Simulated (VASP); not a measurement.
# Au (Im-3m) in VASP: further runs, part 7 of 7

VASP 6.6.1. The steps go on from the part before.

## Step 110: Equation of state, PBE, 17.66 Å³/atom

The input, INCAR:

```
ADDGRID = F
ALGO = Normal
EDIFF = 1E-6
ENCUT = 520
GGA = PE
ISIF = 2
ISMEAR = 1
LASPH = T
LCHARG = F
LREAL = F
LWAVE = F
NELM = 100
PREC = Normal
SIGMA = 0.15
```

The input, KPOINTS:

```
k-points
0
Gamma
  10 10 10
```

The input, POSCAR:

```
Au
1.0
   -1.6405277645      1.6405277645      1.6405277645
    1.6405277645     -1.6405277645      1.6405277645
    1.6405277645      1.6405277645     -1.6405277645
Au
1
Direct
    0.0000000000      0.0000000000      0.0000000000
```

Launch:

```console
cat potpaw_PBE.64/Au/POTCAR > POTCAR
mpirun -np 1 vasp_std > vasp.out
```

It took 3.9 s on 1 thread of Intel Xeon 6975P-C (Granite Rapids), shared host; peak memory 0.1 GiB.

The run converged, but some of its settings lie outside the range that counts as converged, so its numbers aren't taken as properties of the crystal.

Results:

- Free energy: -3.1801 eV
- Pressure: 2.3 GPa
- Band gap on the k mesh: none (metal or under the smearing width)

## Step 111: Equation of state, PBE, 18.75 Å³/atom

INCAR is that of step 110.

KPOINTS is that of step 110.

The input, POSCAR:

```
Au
1.0
   -1.6736786712      1.6736786712      1.6736786712
    1.6736786712     -1.6736786712      1.6736786712
    1.6736786712      1.6736786712     -1.6736786712
Au
1
Direct
    0.0000000000      0.0000000000      0.0000000000
```

Potentials or basis: VASP PAW PBE potentials, release 64 (Au).

Launch:

```console
cat potpaw_PBE.64/Au/POTCAR > POTCAR
mpirun -np 1 vasp_std > vasp.out
```

Run time: 3.2 s. Hardware: 1 thread of Intel Xeon 6975P-C (Granite Rapids), shared host; peak memory 0.11 GiB.

The run converged, but some of its settings lie outside the range that counts as converged, so its numbers aren't taken as properties of the crystal.

Results:

```yaml
Free_energy: -3.1691 eV
Pressure: -5.2 GPa
Band_gap_on_the_k_mesh: none (metal or under the smearing width)
```

## Step 112: Equation of state, PBE, 17.66 Å³/atom

Changes to INCAR since step 111:

```diff
@@ -9,6 +9,6 @@
 LCHARG = F
-LREAL = F
+LREAL = Auto
 LWAVE = F
 NELM = 100
-PREC = Normal
+PREC = Accurate
 SIGMA = 0.15
```

KPOINTS is that of step 111.

The input, POSCAR:

```
Au
1.0
   -1.6405277645      1.6405277645      1.6405277645
    1.6405277645     -1.6405277645      1.6405277645
    1.6405277645      1.6405277645     -1.6405277645
Au
1
Direct
    0.0000000000      0.0000000000      0.0000000000
```

Launch:

```console
cat potpaw_PBE.64/Au/POTCAR > POTCAR
mpirun -np 1 vasp_std > vasp.out
```

It took 7.5 s on 1 thread of Intel Xeon 6975P-C (Granite Rapids), shared host; peak memory 0.13 GiB.

The run converged, but some of its settings lie outside the range that counts as converged, so its numbers aren't taken as properties of the crystal.

Results:

- Free energy: -3.1806 eV
- Pressure: 2.3 GPa
- Band gap on the k mesh: none (metal or under the smearing width)

## Step 113: Equation of state, PBE, 18.75 Å³/atom

INCAR is that of step 112.

KPOINTS is that of step 112.

The input, POSCAR:

```
Au
1.0
   -1.6736786712      1.6736786712      1.6736786712
    1.6736786712     -1.6736786712      1.6736786712
    1.6736786712      1.6736786712     -1.6736786712
Au
1
Direct
    0.0000000000      0.0000000000      0.0000000000
```

Launch:

```console
cat potpaw_PBE.64/Au/POTCAR > POTCAR
mpirun -np 1 vasp_std > vasp.out
```

Wall time 9.1 s (1 thread of Intel Xeon 6975P-C (Granite Rapids), shared host); peak memory 0.14 GiB.

The run converged, but some of its settings lie outside the range that counts as converged, so its numbers aren't taken as properties of the crystal.

Results:

- Free energy: -3.1695 eV
- Pressure: -5.2 GPa
- Band gap on the k mesh: none (metal or under the smearing width)

## Step 114: Equation of state, PBE, 17.66 Å³/atom

The input, INCAR:

```
ADDGRID = F
ALGO = Normal
EDIFF = 1E-4
ENCUT = 520
GGA = PE
ISIF = 2
ISMEAR = 1
LASPH = T
LCHARG = F
LREAL = F
LWAVE = F
NELM = 100
PREC = Accurate
SIGMA = 0.15
```

KPOINTS is that of step 113.

The input, POSCAR:

```
Au
1.0
   -1.6405277645      1.6405277645      1.6405277645
    1.6405277645     -1.6405277645      1.6405277645
    1.6405277645      1.6405277645     -1.6405277645
Au
1
Direct
    0.0000000000      0.0000000000      0.0000000000
```

Potentials or basis: VASP PAW PBE potentials, release 64 (Au).

Launch:

```console
cat potpaw_PBE.64/Au/POTCAR > POTCAR
mpirun -np 1 vasp_std > vasp.out
```

Wall time 4.5 s (1 thread of Intel Xeon 6975P-C (Granite Rapids), shared host); peak memory 0.14 GiB.

These settings aren't checked as converged: the numbers below hold their error.

What came out:

```yaml
Free_energy: -3.1801 eV
Pressure: 2.1 GPa
Band_gap_on_the_k_mesh: none (metal or under the smearing width)
```

## Step 115: Equation of state, PBE, 18.75 Å³/atom

INCAR is that of step 114.

KPOINTS is that of step 114.

The input, POSCAR:

```
Au
1.0
   -1.6736786712      1.6736786712      1.6736786712
    1.6736786712     -1.6736786712      1.6736786712
    1.6736786712      1.6736786712     -1.6736786712
Au
1
Direct
    0.0000000000      0.0000000000      0.0000000000
```

Launch:

```console
cat potpaw_PBE.64/Au/POTCAR > POTCAR
mpirun -np 1 vasp_std > vasp.out
```

Wall time 4.3 s (1 thread of Intel Xeon 6975P-C (Granite Rapids), shared host); peak memory 0.13 GiB.

These settings aren't checked as converged: the numbers below hold their error.

Results:

```yaml
Free_energy: -3.1691 eV
Pressure: -5.3 GPa
Band_gap_on_the_k_mesh: none (metal or under the smearing width)
```

## Step 116: Equation of state, PBE, 17.66 Å³/atom

Changes to INCAR since step 115:

```diff
@@ -2,4 +2,4 @@
 ALGO = Normal
-EDIFF = 1E-4
-ENCUT = 520
+EDIFF = 1E-6
+ENCUT = 650
 GGA = PE
```

KPOINTS is that of step 115.

The input, POSCAR:

```
Au
1.0
   -1.6405277645      1.6405277645      1.6405277645
    1.6405277645     -1.6405277645      1.6405277645
    1.6405277645      1.6405277645     -1.6405277645
Au
1
Direct
    0.0000000000      0.0000000000      0.0000000000
```

Launch:

```console
cat potpaw_PBE.64/Au/POTCAR > POTCAR
mpirun -np 1 vasp_std > vasp.out
```

Run time: 5.8 s. Hardware: 1 thread of Intel Xeon 6975P-C (Granite Rapids), shared host; peak memory 0.14 GiB.

The run converged, but some of its settings lie outside the range that counts as converged, so its numbers aren't taken as properties of the crystal.

What came out:

| Property | Result |
| --- | --- |
| Free energy | -3.1801 eV |
| Pressure | 2.4 GPa |
| Band gap on the k mesh | none (metal or under the smearing width) |

## Step 117: Equation of state, PBE, 18.75 Å³/atom

INCAR is that of step 116.

KPOINTS is that of step 116.

The input, POSCAR:

```
Au
1.0
   -1.6736786712      1.6736786712      1.6736786712
    1.6736786712     -1.6736786712      1.6736786712
    1.6736786712      1.6736786712     -1.6736786712
Au
1
Direct
    0.0000000000      0.0000000000      0.0000000000
```

Potentials or basis: VASP PAW PBE potentials, release 64 (Au).

Launch:

```console
cat potpaw_PBE.64/Au/POTCAR > POTCAR
mpirun -np 1 vasp_std > vasp.out
```

Wall time 5.2 s (1 thread of Intel Xeon 6975P-C (Granite Rapids), shared host); peak memory 0.14 GiB.

These settings aren't checked as converged: the numbers below hold their error.

Results:

```
Free energy            : -3.1690 eV
Pressure               : -5.1 GPa
Band gap on the k mesh : none (metal or under the smearing width)
```

## Step 118: Equation of state, PBE, 17.66 Å³/atom

Changes to INCAR since step 117:

```diff
@@ -3,3 +3,3 @@
 EDIFF = 1E-6
-ENCUT = 650
+ENCUT = 460
 GGA = PE
```

The input, KPOINTS:

```
k-points
0
Gamma
  12 12 12
```

The input, POSCAR:

```
Au
1.0
   -1.6405277645      1.6405277645      1.6405277645
    1.6405277645     -1.6405277645      1.6405277645
    1.6405277645      1.6405277645     -1.6405277645
Au
1
Direct
    0.0000000000      0.0000000000      0.0000000000
```

Launch:

```console
cat potpaw_PBE.64/Au/POTCAR > POTCAR
mpirun -np 1 vasp_std > vasp.out
```

Run time: 5.3 s. Hardware: 1 thread of Intel Xeon 6975P-C (Granite Rapids), shared host; peak memory 0.12 GiB.

The run converged, but some of its settings lie outside the range that counts as converged, so its numbers aren't taken as properties of the crystal.

What came out:

* Free energy: -3.1894 eV
* Pressure: 2.3 GPa
* Band gap on the k mesh: none (metal or under the smearing width)

## Step 119: Equation of state, PBE, 18.75 Å³/atom

INCAR is that of step 118.

KPOINTS is that of step 118.

The input, POSCAR:

```
Au
1.0
   -1.6736786712      1.6736786712      1.6736786712
    1.6736786712     -1.6736786712      1.6736786712
    1.6736786712      1.6736786712     -1.6736786712
Au
1
Direct
    0.0000000000      0.0000000000      0.0000000000
```

Launch:

```console
cat potpaw_PBE.64/Au/POTCAR > POTCAR
mpirun -np 1 vasp_std > vasp.out
```

Wall time 5.5 s (1 thread of Intel Xeon 6975P-C (Granite Rapids), shared host); peak memory 0.12 GiB.

These settings aren't checked as converged: the numbers below hold their error.

What came out:

| Property | Result |
| --- | --- |
| Free energy | -3.1778 eV |
| Pressure | -5.2 GPa |
| Band gap on the k mesh | none (metal or under the smearing width) |

## Step 120: Equation of state, PBE, 17.66 Å³/atom

Changes to INCAR since step 119:

```diff
@@ -3,3 +3,3 @@
 EDIFF = 1E-6
-ENCUT = 460
+ENCUT = 520
 GGA = PE
```

KPOINTS is that of step 119.

The input, POSCAR:

```
Au
1.0
   -1.6405277645      1.6405277645      1.6405277645
    1.6405277645     -1.6405277645      1.6405277645
    1.6405277645      1.6405277645     -1.6405277645
Au
1
Direct
    0.0000000000      0.0000000000      0.0000000000
```

Potentials or basis: VASP PAW PBE potentials, release 64 (Au).

Launch:

```console
cat potpaw_PBE.64/Au/POTCAR > POTCAR
mpirun -np 1 vasp_std > vasp.out
```

It took 5.9 s on 1 thread of Intel Xeon 6975P-C (Granite Rapids), shared host; peak memory 0.14 GiB.

These settings aren't checked as converged: the numbers below hold their error.

Results:

- Free energy: -3.1893 eV
- Pressure: 2.2 GPa
- Band gap on the k mesh: none (metal or under the smearing width)

## Step 121: Equation of state, PBE, 18.75 Å³/atom

INCAR is that of step 120.

KPOINTS is that of step 120.

The input, POSCAR:

```
Au
1.0
   -1.6736786712      1.6736786712      1.6736786712
    1.6736786712     -1.6736786712      1.6736786712
    1.6736786712      1.6736786712     -1.6736786712
Au
1
Direct
    0.0000000000      0.0000000000      0.0000000000
```

Launch:

```console
cat potpaw_PBE.64/Au/POTCAR > POTCAR
mpirun -np 1 vasp_std > vasp.out
```

Run time: 6.3 s. Hardware: 1 thread of Intel Xeon 6975P-C (Granite Rapids), shared host; peak memory 0.14 GiB.

The run converged, but some of its settings lie outside the range that counts as converged, so its numbers aren't taken as properties of the crystal.

What came out:

```
Free energy            : -3.1776 eV
Pressure               : -5.3 GPa
Band gap on the k mesh : none (metal or under the smearing width)
```

## Step 122: Equation of state, r2SCAN, 16.91 Å³/atom (a relaxed cell with its volume scaled by 0.96)

The input, INCAR:

```
SYSTEM = Au
ALGO = Normal
EDIFF = 1E-7
ENCUT = 520
ISIF = 2
ISMEAR = -1
LASPH = .True.
LCHARG = .False.
LMIXTAU = .True.
LREAL = .False.
LWAVE = .False.
METAGGA = R2SCAN
NELM = 80
PREC = Accurate
SIGMA = 0.05
```

The input, KPOINTS:

```
k-points
0
Gamma
  10 10 10
  0 0 0
```

The input, POSCAR:

```
Au                                      
1.0
   -1.6169304687      1.6169304687      1.6169304687
    1.6169304687     -1.6169304687      1.6169304687
    1.6169304687      1.6169304687     -1.6169304687
  Au            
     1
Direct
     0.0000000000000000    0.0000000000000000    0.0000000000000000
```

Launch:

```console
cat potpaw_PBE.64/Au/POTCAR > POTCAR
mpirun -np 1 vasp_std > vasp.out
```

Run time: 26 s. Hardware: 1 thread of Intel Xeon Platinum 8259CL at 2.50GHz (Skylake/Cascade Lake), shared host; peak memory 0.15 GiB.

The run converged. Its results:

| Item | Value |
| --- | --- |
| Free energy | -50.5430 eV |
| Pressure | 6.7 GPa |
| Band gap on the k mesh | none (metal or under the smearing width) |

Caveat: the PAW data sets were made with another functional, which shifts forces and pressure a little.

## Step 123: Equation of state, r2SCAN, 17.26 Å³/atom (a relaxed cell with its volume scaled by 0.98)

INCAR is that of step 122.

KPOINTS is that of step 122.

The input, POSCAR:

```
Au                                      
1.0
   -1.6280820657      1.6280820657      1.6280820657
    1.6280820657     -1.6280820657      1.6280820657
    1.6280820657      1.6280820657     -1.6280820657
  Au            
     1
Direct
     0.0000000000000000    0.0000000000000000    0.0000000000000000
```

Potentials or basis: VASP PAW PBE potentials, release 64 (Au).

Launch:

```console
cat potpaw_PBE.64/Au/POTCAR > POTCAR
mpirun -np 1 vasp_std > vasp.out
```

Wall time 26 s (1 thread of Intel Xeon Platinum 8259CL at 2.50GHz (Skylake/Cascade Lake), shared host); peak memory 0.15 GiB.

The run converged. Its results:

```
Free energy            : -50.5539 eV
Pressure               : 3.1 GPa
Band gap on the k mesh : none (metal or under the smearing width)
```

Caveat: the PAW data sets were made with another functional, which shifts forces and pressure a little.

## Step 124: Equation of state, r2SCAN, 17.61 Å³/atom

INCAR is that of step 123.

KPOINTS is that of step 123.

The input, POSCAR:

```
Au                                      
1.0
   -1.6390829539      1.6390829539      1.6390829539
    1.6390829539     -1.6390829539      1.6390829539
    1.6390829539      1.6390829539     -1.6390829539
  Au            
     1
Direct
     0.0000000000000000    0.0000000000000000    0.0000000000000000
```

Launch:

```console
cat potpaw_PBE.64/Au/POTCAR > POTCAR
mpirun -np 1 vasp_std > vasp.out
```

Run time: 26 s. Hardware: 1 thread of Intel Xeon Platinum 8259CL at 2.50GHz (Skylake/Cascade Lake), shared host; peak memory 0.15 GiB.

The run converged. Its results:

| Item | Value |
| --- | --- |
| Free energy | -50.5572 eV |
| Pressure | -0.1 GPa |
| Band gap on the k mesh | none (metal or under the smearing width) |

Caveat: the PAW data sets were made with another functional, which shifts forces and pressure a little.

## Step 125: Equation of state, r2SCAN, 17.97 Å³/atom (a relaxed cell with its volume scaled by 1.02)

INCAR is that of step 124.

KPOINTS is that of step 124.

The input, POSCAR:

```
Au                                      
1.0
   -1.6499381242      1.6499381242      1.6499381242
    1.6499381242     -1.6499381242      1.6499381242
    1.6499381242      1.6499381242     -1.6499381242
  Au            
     1
Direct
     0.0000000000000000    0.0000000000000000    0.0000000000000000
```

Launch:

```console
cat potpaw_PBE.64/Au/POTCAR > POTCAR
mpirun -np 1 vasp_std > vasp.out
```

Wall time 26 s (1 thread of Intel Xeon Platinum 8259CL at 2.50GHz (Skylake/Cascade Lake), shared host); peak memory 0.15 GiB.

Results (log left out):

```yaml
Free_energy: -50.5541 eV
Pressure: -2.9 GPa
Band_gap_on_the_k_mesh: none (metal or under the smearing width)
```

Caveat: the PAW data sets were made with another functional, which shifts forces and pressure a little.

## Step 126: Equation of state, r2SCAN, 18.32 Å³/atom (a relaxed cell with its volume scaled by 1.04)

INCAR is that of step 125.

KPOINTS is that of step 125.

The input, POSCAR:

```
Au                                      
1.0
   -1.6606523084      1.6606523084      1.6606523084
    1.6606523084     -1.6606523084      1.6606523084
    1.6606523084      1.6606523084     -1.6606523084
  Au            
     1
Direct
     0.0000000000000000    0.0000000000000000    0.0000000000000000
```

Potentials or basis: VASP PAW PBE potentials, release 64 (Au).

Launch:

```console
cat potpaw_PBE.64/Au/POTCAR > POTCAR
mpirun -np 1 vasp_std > vasp.out
```

Wall time 28 s (1 thread of Intel Xeon Platinum 8259CL at 2.50GHz (Skylake/Cascade Lake), shared host); peak memory 0.15 GiB.

Results (log left out):

| Quantity | Value |
| --- | --- |
| Free energy | -50.5453 eV |
| Pressure | -5.3 GPa |
| Band gap on the k mesh | none (metal or under the smearing width) |

Caveat: the PAW data sets were made with another functional, which shifts forces and pressure a little.

## Step 127: Equation of state, r2SCAN

No new run: the results of the series are fitted here.

What came out:

- Equilibrium volume: 17.61 Å³/atom
- Bulk modulus: 148 GPa
- Pressure derivative of the bulk modulus: 6.3 (rough: it moves with the points fitted)

Energy against volume, from the lowest point:
| volume (Å³/atom) | energy (meV/atom) |
| --- | --- |
| 16.910 | 14.20 |
| 17.262 | 3.33 |
| 17.614 | 0.00 |
| 17.966 | 3.16 |
| 18.319 | 11.96 |

Caveat: the PAW data sets were made with another functional, which shifts forces and pressure a little.
